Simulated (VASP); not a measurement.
# BN (F-43m) in VASP: further runs, part 2 of 2

VASP 6.6.1. Earlier steps stand in the parts before.

## 3. Band structure, r2SCAN50

Contents of POSCAR:

```
BN
1.0
    0.0000000000      1.8130010000      1.8130010000
    1.8130010000      0.0000000000      1.8130010000
    1.8130010000      1.8130010000      0.0000000000
N B
1 1
Direct
    0.2500000000      0.2500000000      0.2500000000
    0.0000000000      0.0000000000      0.0000000000
```

Contents of INCAR.step1:

```
SYSTEM = BN
ALGO = Normal
EDIFF = 1E-5
ENCUT = 520
GGA = PE
ISIF = 2
ISMEAR = -1
LASPH = .TRUE.
LCHARG = .FALSE.
LREAL = .FALSE.
LWAVE = .TRUE.
NBANDS = 11
NELM = 100
PREC = Accurate
SIGMA = 0.05
```

Contents of INCAR.step2:

```
SYSTEM = BN
AEXX = 0.5
ALGO = Normal
EDIFF = 1E-7
ENCUT = 520
ISIF = 2
ISMEAR = -1
ISTART = 1
LASPH = .TRUE.
LCHARG = .FALSE.
LHFCALC = .TRUE.
LMIXTAU = .TRUE.
LREAL = .FALSE.
LWAVE = .FALSE.
METAGGA = R2SCAN
NBANDS = 11
NELM = 100
PREC = Accurate
PRECFOCK = Fast
SIGMA = 0.05
```

Contents of KPOINTS:

```
k-points
0
G
  7 7 7
  0 0 0
```

Contents of KPOINTS_OPT:

```
path GXWKGLUWLK,UX
12
line-mode
reciprocal
 0.0000000000  0.0000000000  0.0000000000  G
 0.5000000000  0.0000000000  0.5000000000  X

 0.5000000000  0.0000000000  0.5000000000  X
 0.5000000000  0.2500000000  0.7500000000  W

 0.5000000000  0.2500000000  0.7500000000  W
 0.3750000000  0.3750000000  0.7500000000  K

 0.3750000000  0.3750000000  0.7500000000  K
 0.0000000000  0.0000000000  0.0000000000  G

 0.0000000000  0.0000000000  0.0000000000  G
 0.5000000000  0.5000000000  0.5000000000  L

 0.5000000000  0.5000000000  0.5000000000  L
 0.6250000000  0.2500000000  0.6250000000  U

 0.6250000000  0.2500000000  0.6250000000  U
 0.5000000000  0.2500000000  0.7500000000  W

 0.5000000000  0.2500000000  0.7500000000  W
 0.5000000000  0.5000000000  0.5000000000  L

 0.5000000000  0.5000000000  0.5000000000  L
 0.3750000000  0.3750000000  0.7500000000  K

 0.6250000000  0.2500000000  0.6250000000  U
 0.5000000000  0.0000000000  0.5000000000  X
```

Potentials or basis: VASP PAW PBE potentials, release 64 (N, B).

Run with:

```
$ cat potpaw_PBE.64/N/POTCAR potpaw_PBE.64/B/POTCAR > POTCAR
$ cp INCAR.step1 INCAR
$ mpirun -np 1 vasp_std > vasp.out
$ cp INCAR.step2 INCAR
$ mpirun -np 1 vasp_std > vasp.out
```

OUTCAR:

```text
SYSTEM = BN
   AEXX = 0.5
   EDIFF = 1E-7
   ENCUT = 520
   ISIF = 2
   ISMEAR = -1
   ISTART = 1
   LASPH = .TRUE.
   LHFCALC = .TRUE.
   LREAL = .FALSE.
   METAGGA = R2SCAN
   NELM = 100
   PREC = Accurate
   PRECFOCK = Fast

 ion  position               nearest neighbor table
   1  0.250  0.250  0.250-   2 1.57   2 1.57   2 1.57   2 1.57
   2  0.000  0.000  0.000-   1 1.57   1 1.57   1 1.57   1 1.57

  LATTYP: Found a face centered cubic cell.
 ALAT       =     3.6260020000

[... 469 lines left out ...]

------------------------ aborting loop because EDIFF is reached ----------------------------------------

  FORCE on cell =-STRESS in cart. coord.  units (eV):
  Direction    XX          YY          ZZ          XY          YZ          ZX
  --------------------------------------------------------------------------------------
  -------------------------------------------------------------------------------------
  Total       -1.2803913     -1.2803913     -1.2803913      0.0000000      0.0000000     -0.0000000
  in kB     -172.1191456   -172.1191456   -172.1191456      0.0000000      0.0000000     -0.0000000
  external PRESSURE =    -172.1191456 kB  Pullay stress =       0.0000000 kB

 VOLUME and BASIS-vectors are now :
 -----------------------------------------------------------------------------
  energy-cutoff  :      520.00
  volume of cell :       11.92
      direct lattice vectors                 reciprocal lattice vectors
     0.000000000  1.813001000  1.813001000    -0.275785838  0.275785838  0.275785838
     1.813001000  0.000000000  1.813001000     0.275785838 -0.275785838  0.275785838
     1.813001000  1.813001000  0.000000000     0.275785838  0.275785838 -0.275785838

 POSITION                                       TOTAL-FORCE (eV/Angst)
 -----------------------------------------------------------------------------------
      0.90650      0.90650      0.90650         0.000000      0.000000      0.000000
      0.00000      0.00000      0.00000        -0.000000     -0.000000     -0.000000
 -----------------------------------------------------------------------------------
    total drift:                                0.000002     -0.000001      0.000001

  FREE ENERGIE OF THE ION-ELECTRON SYSTEM (eV)
  ---------------------------------------------------
  free  energy   TOTEN  =       -25.8871285283 eV

  energy  without entropy=      -25.8871285283  energy(sigma->0) =      -25.88712853
```

OUTCAR.step1:

```text
SYSTEM = BN
   EDIFF = 1E-5
   ENCUT = 520
   GGA = PE
   ISIF = 2
   ISMEAR = -1
   LASPH = .TRUE.
[... 494 lines left out ...]
      0.90650      0.90650      0.90650        -0.000000     -0.000000     -0.000000
      0.00000      0.00000      0.00000         0.000000      0.000000      0.000000
 -----------------------------------------------------------------------------------
    total drift:                                0.000000      0.000000      0.000000

  FREE ENERGIE OF THE ION-ELECTRON SYSTEM (eV)
  ---------------------------------------------------
  free  energy   TOTEN  =       -17.4500475602 eV

  energy  without entropy=      -17.4500475601  energy(sigma->0) =      -17.45004756
```

OSZICAR.step1:

```text
N       E                     dE             d eps       ncg     rms          rms(c)
DAV:   1     0.864951452113E+01    0.86495E+01   -0.48483E+03   448   0.721E+02
DAV:   2    -0.179184997261E+02   -0.26568E+02   -0.26053E+02   549   0.162E+02
DAV:   3    -0.184011829220E+02   -0.48268E+00   -0.48196E+00   521   0.183E+01
DAV:   4    -0.184016930327E+02   -0.51011E-03   -0.51010E-03   467   0.698E-01
DAV:   5    -0.184016935130E+02   -0.48029E-06   -0.48033E-06   512   0.206E-02    0.665E+00
DAV:   6    -0.175329629505E+02    0.86873E+00   -0.29425E+00   464   0.988E+00    0.324E+00
DAV:   7    -0.174638232012E+02    0.69140E-01   -0.10084E-01   488   0.263E+00    0.191E+00
DAV:   8    -0.174497874956E+02    0.14036E-01   -0.35326E-02   502   0.136E+00    0.187E-01
DAV:   9    -0.174499538283E+02   -0.16633E-03   -0.99915E-04   464   0.259E-01    0.828E-02
DAV:  10    -0.174500421969E+02   -0.88369E-04   -0.12500E-04   484   0.951E-02    0.149E-02
DAV:  11    -0.174500475602E+02   -0.53633E-05   -0.96389E-06   485   0.253E-02
   1 F= -.17450048E+02 E0= -.17450048E+02  d E =-.357991E-10
```

Run time: 7.7 min. Hardware: 1 thread of Intel Xeon Platinum 8488C (Sapphire Rapids), shared host; peak memory 0.16 GiB.

Results:

```
Free energy : -25.8871 eV
Pressure    : -17.2 GPa
```

Levels at the corners of the path, in eV from the valence-band top:
| point | band 5 | band 6 | band 7 | band 8 |
| --- | --- | --- | --- | --- |
| Γ | 13.45 | 13.45 | 13.45 | 14.95 |
| X | 8.26 | 13.38 | 24.21 | 24.21 |
| X | 8.26 | 13.38 | 24.21 | 24.21 |
| W | 14.07 | 18.58 | 19.32 | 20.13 |
| W | 14.07 | 18.58 | 19.32 | 20.13 |
| K | 10.98 | 17.70 | 21.67 | 22.59 |
| K | 10.98 | 17.70 | 21.67 | 22.59 |
| Γ | 13.45 | 13.45 | 13.45 | 14.95 |
| Γ | 13.45 | 13.45 | 13.45 | 14.95 |
| L | 14.60 | 15.49 | 15.49 | 20.72 |
| L | 14.60 | 15.49 | 15.49 | 20.72 |
| U | 10.98 | 17.70 | 21.67 | 22.59 |
| U | 10.98 | 17.70 | 21.67 | 22.59 |
| W | 14.07 | 18.58 | 19.32 | 20.13 |
| W | 14.07 | 18.58 | 19.32 | 20.13 |
| L | 14.60 | 15.49 | 15.49 | 20.72 |
| L | 14.60 | 15.49 | 15.49 | 20.72 |
| K | 10.98 | 17.70 | 21.67 | 22.59 |
| U | 10.98 | 17.70 | 21.67 | 22.59 |
| X | 8.26 | 13.38 | 24.21 | 24.21 |

Caveat: the k mesh is coarse (spacing up to 0.43 Å⁻¹), so the values aren't converged, least of all with exact exchange; an unscreened hybrid on a path of extra k points without a Coulomb cutoff has errors near the mesh points, so the bands along the path aren't reliable; so large a pressure means that the cell lies far from this level's equilibrium, or that cutoff or potentials fall short; the potentials were made for another functional, which shifts forces and pressure.

## 4. Band structure, SCAN0

POSCAR is that of step 3.

Contents of INCAR.step1:

```
SYSTEM = BN
PREC = Accurate
ENCUT = 520
EDIFF = 1E-5
ISMEAR = -1
SIGMA = 0.05
LREAL = .False.
LASPH = .True.
NELM = 80
ALGO = Normal
ISIF = 2
LWAVE = .True.
LCHARG = .False.
GGA = PE
```

Contents of INCAR.step2:

```
SYSTEM = BN
PREC = Accurate
ENCUT = 520
EDIFF = 1E-6
ISMEAR = -1
SIGMA = 0.05
LREAL = .False.
LASPH = .True.
NELM = 80
ALGO = Normal
ISIF = 2
LWAVE = .False.
LCHARG = .False.
METAGGA = SCAN
LHFCALC = .True.
AEXX = 0.25
LMIXTAU = .True.
PRECFOCK = Fast
ISTART = 1
```

Contents of KPOINTS:

```
regular mesh
0
Gamma
  7 7 7
  0 0 0
```

KPOINTS_OPT is that of step 3.

Run with:

```
$ cat potpaw_PBE.64/N/POTCAR potpaw_PBE.64/B/POTCAR > POTCAR
$ cp INCAR.step1 INCAR
$ mpirun -np 1 vasp_std > vasp.out
$ cp INCAR.step2 INCAR
$ mpirun -np 1 vasp_std > vasp.out
```

Run time: 3.3 min. Hardware: 1 thread of Intel Xeon 6975P-C (Granite Rapids), shared host; peak memory 0.16 GiB.

It converged, with:

- Free energy: -22.7729 eV
- Pressure: -12.2 GPa

Levels at the corners of the path, in eV from the valence-band top:
```tsv
point	band 1	band 2	band 3	band 4	band 5	band 6	band 7	band 8
Γ	-22.92	-0.20	-0.20	-0.20	11.49	11.49	11.49	12.96
X	-16.58	-9.88	-5.29	-5.29	6.66	11.63	21.68	21.68
X	-16.58	-9.88	-5.29	-5.29	6.66	11.63	21.68	21.68
W	-16.27	-8.45	-7.52	-6.93	12.24	16.38	17.42	17.82
W	-16.27	-8.45	-7.52	-6.93	12.24	16.38	17.42	17.82
K	-16.51	-9.02	-8.24	-4.37	9.28	15.71	19.28	20.19
K	-16.51	-9.02	-8.24	-4.37	9.28	15.71	19.28	20.19
Γ	-22.92	-0.20	-0.20	-0.20	11.49	11.49	11.49	12.96
Γ	-22.92	-0.20	-0.20	-0.20	11.49	11.49	11.49	12.96
L	-18.15	-11.78	-2.10	-2.10	12.67	13.49	13.49	18.56
L	-18.15	-11.78	-2.10	-2.10	12.67	13.49	13.49	18.56
U	-16.51	-9.02	-8.24	-4.37	9.28	15.71	19.28	20.19
U	-16.51	-9.02	-8.24	-4.37	9.28	15.71	19.28	20.19
W	-16.27	-8.45	-7.52	-6.93	12.24	16.38	17.42	17.82
W	-16.27	-8.45	-7.52	-6.93	12.24	16.38	17.42	17.82
L	-18.15	-11.78	-2.10	-2.10	12.67	13.49	13.49	18.56
L	-18.15	-11.78	-2.10	-2.10	12.67	13.49	13.49	18.56
K	-16.51	-9.02	-8.24	-4.37	9.28	15.71	19.28	20.19
U	-16.51	-9.02	-8.24	-4.37	9.28	15.71	19.28	20.19
X	-16.58	-9.88	-5.29	-5.29	6.66	11.63	21.68	21.68
```

Caveat: the k mesh is coarse (spacing up to 0.43 Å⁻¹), so the values aren't converged, least of all with exact exchange; an unscreened hybrid on a path of extra k points without a Coulomb cutoff has errors near the mesh points, so the bands along the path aren't reliable; the PAW data sets were made with another functional, which shifts forces and pressure a little.

## 5. Summary

```tsv
level	pressure (GPa)
r2SCANh	-6.8
r2SCAN50	-17.2
SCAN0	-12.2
```

Alike in all rows: task band structure; potentials or basis VASP PAW PBE potentials, release 64 (N, B); no spin polarisation; cell as given; k mesh 7 × 7 × 7; cutoff (eV) 520; smearing fermi-dirac 0.05 eV; the mesh is coarse, so values aren't converged.

Caveats: all runs use coarse meshes; an unscreened hybrid on a path of extra k points without a Coulomb cutoff has errors near the mesh points, so the bands along the path aren't reliable; the PAW data sets were made with another functional, which shifts forces and pressure a little (some runs); so large a pressure means that the cell lies far from this level's equilibrium, or that cutoff or potentials fall short (some runs); the potentials were made for another functional, which shifts forces and pressure (some runs).

Total energies depend on the potentials used, so only differences within one code and one set of settings carry meaning.
